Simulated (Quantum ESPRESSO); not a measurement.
GaN: Wannier functions with PBE

**The experiment to reproduce.**

“Studying electronic properties in GaN without electrical contacts using γ-γ vs e−-γ Perturbed Angular Correlations”, 2019, pmc:6823545 quotes, for a bulk crystal of GaN: band gap 3.503 ± 0.005 eV (direct).

GaN:

```
Ga N
1.0
     3.18000    0.00000    0.00000
    -1.59000    2.75396    0.00000
     0.00000    0.00000    5.16600
Ga N
2 2
Direct
  0.66667 0.33333 0.50000
  0.33333 0.66667 0.00000
  0.66667 0.33333 0.87500
  0.33333 0.66667 0.37500
```

```
Program                          : Quantum ESPRESSO 7.5
Task                             : Wannier functions
Functional                       : PBE
Potentials or basis              : GBRV 1.5 PBE
Cutoff                           : 762 eV
Density cutoff                   : 6095 eV
k mesh                           : 8 × 8 × 4
Occupations                      : fermi-dirac, width 0.05 eV
Spin                             : no spin polarisation
Mixing beta                      : 0.5
Most SCF iterations              : 120
SCF threshold                    : 8e-10 Ry
k mesh for the Wannier functions : 6 × 6 × 3
```

The pressure is 7.6 GPa. The largest force is 0.137 eV/Å, the band gap on the k mesh is 1.99 eV, direct and the band gap along the path is 1.99 eV, direct. The total Wannier spread is 10.37 Å² over 18 functions and the RMS miss of the Wannier bands is 0.013 eV.

Forces in eV/Å, atoms in the order of the input:
```
Ga   0.000  0.000 -0.137
Ga   0.000  0.000 -0.137
N    0.000  0.000  0.137
N    0.000  0.000  0.137
```

Stress tensor (GPa, compression positive):
```
6.90 0.00 0.00
0.00 6.90 0.00
0.00 0.00 9.05
```

Levels at the corners of the path, in eV from the valence-band top:
```
point  band 22  band 23  band 24  band 25  band 26
    Γ    -0.06     0.00     0.00     1.99     4.31
    M    -2.78    -2.26    -0.99     5.08     5.62
    K    -3.04    -3.04    -2.71     5.13     7.88
    Γ    -0.06     0.00     0.00     1.99     4.31
    A    -0.54    -0.54    -0.54     4.31     4.31
    L    -1.96    -1.93    -1.93     4.44     4.44
    H    -4.22    -1.51    -1.51     6.50     6.50
    A    -0.54    -0.54    -0.54     4.31     4.31
    L    -1.96    -1.93    -1.93     4.44     4.44
    M    -2.78    -2.26    -0.99     5.08     5.62
    K    -3.04    -3.04    -2.71     5.13     7.88
    H    -4.22    -1.51    -1.51     6.50     6.50
```

Wannier functions:
```tsv
function	nearest atom	distance (Å)	spread (Å²)	on-site energy from the reference level (eV)
1	4 N	0.52	0.98	-7.15
2	4 N	0.52	0.98	-7.15
3	4 N	0.52	0.98	-7.15
4	3 N	0.52	0.98	-7.15
5	3 N	0.52	0.98	-7.15
6	3 N	0.52	0.98	-7.15
7	2 Ga	0.00	0.25	-14.08
8	1 Ga	0.00	0.25	-14.08
9	1 Ga	0.01	0.25	-14.02
10	2 Ga	0.01	0.25	-14.02
11	2 Ga	0.01	0.25	-14.00
12	1 Ga	0.01	0.25	-14.00
13	1 Ga	0.01	0.25	-13.94
14	2 Ga	0.01	0.25	-13.94
15	4 N	0.52	0.99	-7.15
16	1 Ga	0.01	0.25	-13.93
17	2 Ga	0.01	0.25	-13.93
18	3 N	0.52	0.99	-7.15
```

Parts of the spread (Å²): invariant 9.20, diagonal 0.004, off-diagonal 1.16, total 10.37. Against the direct bands the interpolation misses by 13 meV (root mean square) and 121 meV at most, for states up to 1 eV over the reference level.

It took 5.1 min on 1 thread of Arm Neoverse V1 (shared host), peak memory 0.25 GiB.

A measured gap of GaN is 3.503 eV (direct; quoted in “Studying electronic properties in GaN without electrical contacts using γ-γ vs e−-γ Perturbed Angular Correlations”, 2019, pmc:6823545); the calculated 1.99 eV misses it by -1.51 eV. Spin-orbit coupling on Ga is left out. The value is that of PBE, without temperature or zero-point motion. Semilocal functionals fall short of measured gaps as a rule.

Caveat: the Wannier minimisation didn't converge.
